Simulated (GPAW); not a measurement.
# TiO (Pm-3m) in GPAW: settings compared

The runs below take TiO through relaxation of cell and atoms, with PBEsol, PBEsol+D3.

Program: GPAW 26.7.0. These are calculated values, not measurements. Logs are shortened: lines on timing, memory, paths and dates and some standing lists are left out, and cuts for length are marked. The log counts tension as positive stress, the text compression.

**1. The crystal as given**

It takes space group Pm-3m (No. 221, cubic). Conventional cell: a = 4.087 Å, b = 4.087 Å, c = 4.087 Å, α = 90.00°, β = 90.00°, γ = 90.00°. Ti (site symmetry 4/mmm) is surrounded by 4 O at 2.04 Å. O (site symmetry 4/mmm) is surrounded by 4 Ti at 2.04 Å.

The cell comes from a database or a generator and needn't be the stable form of this composition.

**2. Relaxation of cell and atoms, PBEsol**

run.py

```python
from ase import Atoms
from ase.filters import FrechetCellFilter
from ase.io import write
from ase.optimize import BFGS
from gpaw import GPAW, PW, setup_paths

setup_paths.insert(0, '.')

atoms = Atoms(['Ti', 'Ti', 'Ti', 'O', 'O', 'O'],
              cell=[[4.086668, 0.0, 0.0],
                    [0.0, 4.086668, 0.0],
                    [0.0, 0.0, 4.086668]],
              scaled_positions=[[0.5, 0.0, 0.5],
                                [0.0, 0.5, 0.5],
                                [0.5, 0.5, 0.0],
                                [0.0, 0.0, 0.5],
                                [0.5, 0.0, 0.0],
                                [0.0, 0.5, 0.0]],
              pbc=True)

calc = GPAW(mode=PW(800),
            xc='PBEsol',
            kpts={'size': (6, 6, 6), 'gamma': True},
            occupations={'name': 'fermi-dirac', 'width': 0.05},
            nbands=49,
            convergence={'density': 1e-05, 'forces': 0.0001},
            maxiter=150,
            txt='gpaw.txt')
atoms.calc = calc
opt = BFGS(FrechetCellFilter(atoms), trajectory='relax.traj', logfile='-')
done = opt.run(fmax=0.02, steps=60)
calc.write('gs.gpw')
write('result.traj', atoms)
print('Converged:', done)
print('Cell:', atoms.cell.cellpar().round(4))
print('Volume:', round(atoms.get_volume(), 4))
print(atoms.get_scaled_positions().round(5))
```

Potentials or basis: PAW data sets generated in the run's folder for this functional, pw.

Command:

```console
$ gpaw-setup -f PBEsol O Ti
$ OMP_NUM_THREADS=1 python run.py
```

gpaw.txt:

```text
__  _  _
 | _ |_)|_||  |
 |__||  | ||/\| - 26.7.0

Input parameters:
  mode=PW(ecut=800.0),
  convergence={'density': 1e-05, 'forces': 0.0001},
  kpts=MonkhorstPack(size=(6, 6, 6), gamma=True),
  maxiter=150,
  nbands=49,
  occupations=Occupations(name='fermi-dirac', width=0.05),
  xc=XC(name='PBEsol')

Diagonalizing LCAO Hamiltonian
Converting LCAO to pw mode
    .---------.
   /|         |
  / |         |
 *  |         |
 | Ti         |
 |  .---------.
 O O  Tii    /
 |/         /
 *----O----*

Atoms  # Å, Bohr magnetons
|   | symbol |        x |        y |        z |    initial magnetic moments |
|---|--------|----------|----------|----------|-----------------------------|
| 0 |     Ti | 2.043334 | 0.000000 | 2.043334 | ( 0.0000,  0.0000,  0.0000) |
| 1 |     Ti | 0.000000 | 2.043334 | 2.043334 | ( 0.0000,  0.0000,  0.0000) |
| 2 |     Ti | 2.043334 | 2.043334 | 0.000000 | ( 0.0000,  0.0000,  0.0000) |
| 3 |      O | 0.000000 | 0.000000 | 2.043334 | ( 0.0000,  0.0000,  0.0000) |
| 4 |      O | 2.043334 | 0.000000 | 0.000000 | ( 0.0000,  0.0000,  0.0000) |
| 5 |      O | 0.000000 | 2.043334 | 0.000000 | ( 0.0000,  0.0000,  0.0000) |

Unit cell  # Å
| periodic |        x |        y |        z |  lengths |    angles |
|----------|----------|----------|----------|----------|-----------|
|      yes | 4.086668 | 0.000000 | 0.000000 | 4.086668 | 90.000000 |
|      yes | 0.000000 | 4.086668 | 0.000000 | 4.086668 | 90.000000 |
|      yes | 0.000000 | 0.000000 | 4.086668 | 4.086668 | 90.000000 |

Number of symmetries: 48
Symmetry operations  # r_c * U_cc + t_c -> r_c
|    | kind |            matrix            |
|----|------|------------------------------|
|  0 |  E   |  1, 0, 0,  0, 1, 0,  0, 0, 1 |
|  1 |  σ   |  1, 0, 0,  0, 1, 0,  0, 0,-1 |
|  2 |  σ   |  1, 0, 0,  0, 0, 1,  0, 1, 0 |
|  3 |  C4  |  1, 0, 0,  0, 0, 1,  0,-1, 0 |
|  4 |  C4  |  1, 0, 0,  0, 0,-1,  0, 1, 0 |
|  5 |  σ   |  1, 0, 0,  0, 0,-1,  0,-1, 0 |
|  6 |  σ   |  1, 0, 0,  0,-1, 0,  0, 0, 1 |
|  7 |  C2  |  1, 0, 0,  0,-1, 0,  0, 0,-1 |
|  8 |  σ   |  0, 1, 0,  1, 0, 0,  0, 0, 1 |
|  9 |  C2  |  0, 1, 0,  1, 0, 0,  0, 0,-1 |
| 10 |  C3  |  0, 1, 0,  0, 0, 1,  1, 0, 0 |
| 11 |  S6  |  0, 1, 0,  0, 0, 1, -1, 0, 0 |
| 12 |  S6  |  0, 1, 0,  0, 0,-1,  1, 0, 0 |
| 13 |  C3  |  0, 1, 0,  0, 0,-1, -1, 0, 0 |
| 14 |  C4  |  0, 1, 0, -1, 0, 0,  0, 0, 1 |
| 15 |  S4  |  0, 1, 0, -1, 0, 0,  0, 0,-1 |
| 16 |  C3  |  0, 0, 1,  1, 0, 0,  0, 1, 0 |
| 17 |  S6  |  0, 0, 1,  1, 0, 0,  0,-1, 0 |
| 18 |  σ   |  0, 0, 1,  0, 1, 0,  1, 0, 0 |
| 19 |  C4  |  0, 0, 1,  0, 1, 0, -1, 0, 0 |
| 20 |  C2  |  0, 0, 1,  0,-1, 0,  1, 0, 0 |
| 21 |  S4  |  0, 0, 1,  0,-1, 0, -1, 0, 0 |
[... 218 lines left out ...]
No gap
No difference between direct/indirect transitions

Stress tensor  # eV/Ang^3
|        x |        y |        z |
|----------|----------|----------|
| 0.043852 | 0.000000 | 0.000000 |
| 0.000000 | 0.043852 | 0.000000 |
| 0.000000 | 0.000000 | 0.043852 |

Forces  # eV/Ang
|        x |       y |       z |
|----------|---------|---------|
|  0.00000 | 0.00000 | 0.00000 |  # Ti   0
|  0.00000 | 0.00000 | 0.00000 |  # Ti   1
|  0.00000 | 0.00000 | 0.00000 |  # Ti   2
|  0.00000 | 0.00000 | 0.00000 |  # O    3
| -0.00000 | 0.00000 | 0.00000 |  # O    4
|  0.00000 | 0.00000 | 0.00000 |  # O    5

Interpolating wave functions to new cell
    .---------.
   /|         |
  / |         |
 *  |         |
 |Ti|         |
 |  .---------.
 O /  Ti     /
 |/    Ti   /
 *----O----*

Atoms  # Å, Bohr magnetons
|   | symbol |        x |        y |        z |    initial magnetic moments |
|---|--------|----------|----------|----------|-----------------------------|
| 0 |     Ti | 2.040909 | 0.000000 | 2.040909 | ( 0.0000,  0.0000,  0.0000) |
| 1 |     Ti | 0.000000 | 2.040909 | 2.040909 | ( 0.0000,  0.0000,  0.0000) |
| 2 |     Ti | 2.040909 | 2.040909 | 0.000000 | ( 0.0000,  0.0000,  0.0000) |
| 3 |      O | 0.000000 | 0.000000 | 2.040909 | ( 0.0000,  0.0000,  0.0000) |
| 4 |      O | 2.040909 | 0.000000 | 0.000000 | ( 0.0000,  0.0000,  0.0000) |
| 5 |      O | 0.000000 | 2.040909 | 0.000000 | ( 0.0000,  0.0000,  0.0000) |

Unit cell  # Å
| periodic |        x |        y |        z |  lengths |    angles |
|----------|----------|----------|----------|----------|-----------|
|      yes | 4.081817 | 0.000000 | 0.000000 | 4.081817 | 90.000000 |
|      yes | 0.000000 | 4.081817 | 0.000000 | 4.081817 | 90.000000 |
|      yes | 0.000000 | 0.000000 | 4.081817 | 4.081817 | 90.000000 |

Number of symmetries: 48
Symmetry operations  # r_c * U_cc + t_c -> r_c
|    | kind |            matrix            |
|----|------|------------------------------|
|  0 |  E   |  1, 0, 0,  0, 1, 0,  0, 0, 1 |
|  1 |  σ   |  1, 0, 0,  0, 1, 0,  0, 0,-1 |
|  2 |  σ   |  1, 0, 0,  0, 0, 1,  0, 1, 0 |
|  3 |  C4  |  1, 0, 0,  0, 0, 1,  0,-1, 0 |
|  4 |  C4  |  1, 0, 0,  0, 0,-1,  0, 1, 0 |
|  5 |  σ   |  1, 0, 0,  0, 0,-1,  0,-1, 0 |
|  6 |  σ   |  1, 0, 0,  0,-1, 0,  0, 0, 1 |
|  7 |  C2  |  1, 0, 0,  0,-1, 0,  0, 0,-1 |
|  8 |  σ   |  0, 1, 0,  1, 0, 0,  0, 0, 1 |
|  9 |  C2  |  0, 1, 0,  1, 0, 0,  0, 0,-1 |
| 10 |  C3  |  0, 1, 0,  0, 0, 1,  1, 0, 0 |
| 11 |  S6  |  0, 1, 0,  0, 0, 1, -1, 0, 0 |
| 12 |  S6  |  0, 1, 0,  0, 0,-1,  1, 0, 0 |
| 13 |  C3  |  0, 1, 0,  0, 0,-1, -1, 0, 0 |
| 14 |  C4  |  0, 1, 0, -1, 0, 0,  0, 0, 1 |
| 15 |  S4  |  0, 1, 0, -1, 0, 0,  0, 0,-1 |
| 16 |  C3  |  0, 0, 1,  1, 0, 0,  0, 1, 0 |
| 17 |  S6  |  0, 0, 1,  1, 0, 0,  0,-1, 0 |
| 18 |  σ   |  0, 0, 1,  0, 1, 0,  1, 0, 0 |
| 19 |  C4  |  0, 0, 1,  0, 1, 0, -1, 0, 0 |
| 20 |  C2  |  0, 0, 1,  0,-1, 0,  1, 0, 0 |
| 21 |  S4  |  0, 0, 1,  0,-1, 0, -1, 0, 0 |
[... 218 lines left out ...]
Stress tensor  # eV/Ang^3
|        x |        y |        z |
|----------|----------|----------|
| 0.039479 | 0.000000 | 0.000000 |
| 0.000000 | 0.039479 | 0.000000 |
| 0.000000 | 0.000000 | 0.039479 |

Forces  # eV/Ang
|        x |        y |        z |
|----------|----------|----------|
| -0.00000 | -0.00000 | -0.00000 |  # Ti   0
| -0.00000 | -0.00000 | -0.00000 |  # Ti   1
| -0.00000 | -0.00000 | -0.00000 |  # Ti   2
| -0.00000 | -0.00000 |  0.00000 |  # O    3
|  0.00000 |  0.00000 |  0.00000 |  # O    4
|  0.00000 |  0.00000 | -0.00000 |  # O    5

Interpolating wave functions to new cell

         Ti
       O    Ti
         O    Ti
            O

Atoms  # Å, Bohr magnetons
|   | symbol |         x |         y |         z |    initial magnetic moments |
|---|--------|-----------|-----------|-----------|-----------------------------|
| 0 |     Ti |  2.019889 |  0.000000 |  2.019889 | ( 0.0000,  0.0000,  0.0000) |
| 1 |     Ti | -0.000000 |  2.019889 |  2.019889 | ( 0.0000,  0.0000,  0.0000) |
| 2 |     Ti |  2.019889 |  2.019889 |  0.000000 | ( 0.0000,  0.0000,  0.0000) |
| 3 |      O |  0.000000 | -0.000000 |  2.019889 | ( 0.0000,  0.0000,  0.0000) |
| 4 |      O |  2.019889 | -0.000000 | -0.000000 | ( 0.0000,  0.0000,  0.0000) |
| 5 |      O | -0.000000 |  2.019889 | -0.000000 | ( 0.0000,  0.0000,  0.0000) |

Unit cell  # Å
| periodic |        x |         y |        z |  lengths |    angles |
|----------|----------|-----------|----------|----------|-----------|
|      yes | 4.039778 | -0.000000 | 0.000000 | 4.039778 | 90.000000 |
|      yes | 0.000000 |  4.039778 | 0.000000 | 4.039778 | 90.000000 |
|      yes | 0.000000 | -0.000000 | 4.039778 | 4.039778 | 90.000000 |

Number of symmetries: 48
Symmetry operations  # r_c * U_cc + t_c -> r_c
|    | kind |            matrix            |
|----|------|------------------------------|
|  0 |  E   |  1, 0, 0,  0, 1, 0,  0, 0, 1 |
|  1 |  σ   |  1, 0, 0,  0, 1, 0,  0, 0,-1 |
|  2 |  σ   |  1, 0, 0,  0, 0, 1,  0, 1, 0 |
|  3 |  C4  |  1, 0, 0,  0, 0, 1,  0,-1, 0 |
|  4 |  C4  |  1, 0, 0,  0, 0,-1,  0, 1, 0 |
|  5 |  σ   |  1, 0, 0,  0, 0,-1,  0,-1, 0 |
|  6 |  σ   |  1, 0, 0,  0,-1, 0,  0, 0, 1 |
|  7 |  C2  |  1, 0, 0,  0,-1, 0,  0, 0,-1 |
|  8 |  σ   |  0, 1, 0,  1, 0, 0,  0, 0, 1 |
|  9 |  C2  |  0, 1, 0,  1, 0, 0,  0, 0,-1 |
| 10 |  C3  |  0, 1, 0,  0, 0, 1,  1, 0, 0 |
| 11 |  S6  |  0, 1, 0,  0, 0, 1, -1, 0, 0 |
| 12 |  S6  |  0, 1, 0,  0, 0,-1,  1, 0, 0 |
| 13 |  C3  |  0, 1, 0,  0, 0,-1, -1, 0, 0 |
| 14 |  C4  |  0, 1, 0, -1, 0, 0,  0, 0, 1 |
| 15 |  S4  |  0, 1, 0, -1, 0, 0,  0, 0,-1 |
| 16 |  C3  |  0, 0, 1,  1, 0, 0,  0, 1, 0 |
| 17 |  S6  |  0, 0, 1,  1, 0, 0,  0,-1, 0 |
| 18 |  σ   |  0, 0, 1,  0, 1, 0,  1, 0, 0 |
| 19 |  C4  |  0, 0, 1,  0, 1, 0, -1, 0, 0 |
| 20 |  C2  |  0, 0, 1,  0,-1, 0,  1, 0, 0 |
| 21 |  S4  |  0, 0, 1,  0,-1, 0, -1, 0, 0 |
[... 197 lines left out ...]
|         20 |         4.833 |     2.000 |
|         21 |         4.987 |     2.000 |
|         22 |         5.891 |     2.000 |
|         23 |         5.891 |     2.000 |
|         24 |         5.891 |     2.000 |
|         25 |         7.359 |     2.000 |
[... 8 lines left out ...]
|         34 |        12.519 |     0.000 |
|         35 |        12.519 |     0.000 |
|        ... |               |           |
|         48 |        26.678 |     0.000 |

No gap
No difference between direct/indirect transitions

Stress tensor  # eV/Ang^3
|         x |         y |         z |
|-----------|-----------|-----------|
| -0.001633 |  0.000000 |  0.000000 |
|  0.000000 | -0.001633 |  0.000000 |
|  0.000000 |  0.000000 | -0.001633 |

Forces  # eV/Ang
|        x |        y |        z |
|----------|----------|----------|
|  0.00000 |  0.00000 |  0.00000 |  # Ti   0
| -0.00000 | -0.00000 |  0.00000 |  # Ti   1
|  0.00000 | -0.00000 |  0.00000 |  # Ti   2
|  0.00000 |  0.00000 | -0.00000 |  # O    3
| -0.00000 |  0.00000 |  0.00000 |  # O    4
|  0.00000 | -0.00000 |  0.00000 |  # O    5

# Writing to gs.gpw (mode='')
```

Wall time 2.5 min (1 thread of Arm Neoverse V2, shared host); peak memory 0.35 GiB.

Results:

| Item | Value |
| --- | --- |
| Free energy | -53.1741 eV |
| Relaxed volume | 10.99 Å³/atom |
| Relaxed cell | a = 4.040 Å, b = 4.040 Å, c = 4.040 Å, α = 90.00°, β = 90.00°, γ = 90.00° |
| Space group after relaxing (to 0.05 Å) | Pm-3m (No. 221) |
| Energy gained by relaxing | 7.5 meV/atom |
| Ionic steps | 3 |
| Pressure after relaxing | 0.3 GPa |
| Band gap on the k mesh | none (metal or under the smearing width) |

Step by step:
```tsv
step	energy change (eV)	largest force (eV/Å)	pressure (GPa)	volume (Å³)
1	0.0000	0.0000	-7.03	68.25
2	-0.0096	0.0000	-6.33	68.01
3	-0.0451	0.0000	0.26	65.93
```

Final structure:
```
Ti O
1.0
     4.03978    0.00000    0.00000
     0.00000    4.03978    0.00000
     0.00000    0.00000    4.03978
Ti O
3 3
Direct
  0.50000 0.00000 0.50000
  0.00000 0.50000 0.50000
  0.50000 0.50000 0.00000
  0.00000 0.00000 0.50000
  0.50000 0.00000 0.00000
  0.00000 0.50000 0.00000
```

Levels at points of the mesh, in eV from the Fermi level:
| k point | band 25 | band 26 | band 27 | band 28 | band 29 | band 30 |
| --- | --- | --- | --- | --- | --- | --- |
| (0.00, 0.00, 0.00) | -3.03 | -1.57 | -1.57 | -1.57 | 1.38 | 1.38 |
| (0.50, 0.00, 0.00) | -2.66 | -1.15 | 0.43 | 0.43 | 0.77 | 1.38 |
| (0.50, 0.50, 0.00) | -1.34 | -0.77 | 0.01 | 0.01 | 1.97 | 2.02 |
| (0.50, 0.50, 0.50) | -0.65 | -0.65 | -0.65 | 0.58 | 2.77 | 2.77 |

Caveat: later steps reuse the first step's grids; semilocal functionals often make such compounds metallic where correlation or magnetic order opens a gap, which also shifts bond lengths.

**3. Relaxation of cell and atoms, PBEsol+D3**

run.py: that of step 2 with these lines changed.

```diff
@@ -1,2 +1,3 @@
 from ase import Atoms
+from ase.calculators.mixing import SumCalculator
 from ase.filters import FrechetCellFilter
@@ -4,2 +5,3 @@
 from ase.optimize import BFGS
+from dftd3.ase import DFTD3
 from gpaw import GPAW, PW, setup_paths
@@ -28,3 +30,3 @@
             txt='gpaw.txt')
-atoms.calc = calc
+atoms.calc = SumCalculator([calc, DFTD3(method='pbesol', damping='d3zero')])
 opt = BFGS(FrechetCellFilter(atoms), trajectory='relax.traj', logfile='-')
```

Potentials or basis: PAW data sets generated in the run's folder for this functional, pw.

Command:

```console
$ gpaw-setup -f PBEsol O Ti
$ OMP_NUM_THREADS=1 python run.py
```

Run time: 3.2 min. Hardware: 1 thread of Arm Neoverse V2, shared host; peak memory 0.37 GiB.

It converged, with:

```yaml
Free_energy: -54.4729 eV
Relaxed_volume: 10.84 Å³/atom
Relaxed_cell: a = 4.022 Å, b = 4.022 Å, c = 4.022 Å, α = 90.00°, β = 90.00°, γ = 90.00°
Space_group_after_relaxing_to_0.05_Å: Pm-3m (No. 221)
Energy_gained_by_relaxing: 16.4 meV/atom
Ionic_steps: 4
Pressure_after_relaxing: 0.0 GPa
Band_gap_on_the_k_mesh: none (metal or under the smearing width)
Dispersion_energy_per_atom: -0.218 eV
```

The path:
```tsv
step	energy change (eV)	largest force (eV/Å)	pressure (GPa)	volume (Å³)
1	0.0000	0.0000	-10.14	68.25
2	-0.0203	0.0000	-9.15	67.90
3	-0.0980	0.0000	0.57	64.88
4	-0.0986	0.0000	-0.03	65.05
```

Final structure:
```yaml
crystal:
  lattice:
    - [4.02177, 0.00000, 0.00000]
    - [0.00000, 4.02177, 0.00000]
    - [0.00000, 0.00000, 4.02177]
  atoms:
    - { symbol: Ti, position: [0.50000, 0.00000, 0.50000] }
    - { symbol: Ti, position: [0.00000, 0.50000, 0.50000] }
    - { symbol: Ti, position: [0.50000, 0.50000, 0.00000] }
    - { symbol: O, position: [0.00000, 0.00000, 0.50000] }
    - { symbol: O, position: [0.50000, 0.00000, 0.00000] }
    - { symbol: O, position: [0.00000, 0.50000, 0.00000] }
```

Levels at points of the mesh, in eV from the Fermi level:
```tsv
k point	band 24	band 25	band 26	band 27	band 28	band 29	band 30	band 31
(0.00, 0.00, 0.00)	-3.07	-3.07	-1.60	-1.60	-1.60	1.40	1.40	1.40
(0.50, 0.00, 0.00)	-3.75	-2.69	-1.18	0.43	0.43	0.77	1.40	1.66
(0.50, 0.50, 0.00)	-2.59	-1.34	-0.79	0.01	0.01	2.01	2.06	2.11
(0.50, 0.50, 0.50)	-3.04	-0.67	-0.67	-0.67	0.61	2.82	2.82	2.82
```

Caveat: later steps reuse the first step's grids; semilocal functionals often make such compounds metallic where correlation or magnetic order opens a gap, which also shifts bond lengths; pairwise dispersion overbinds metals, which lowers pressure and volume.
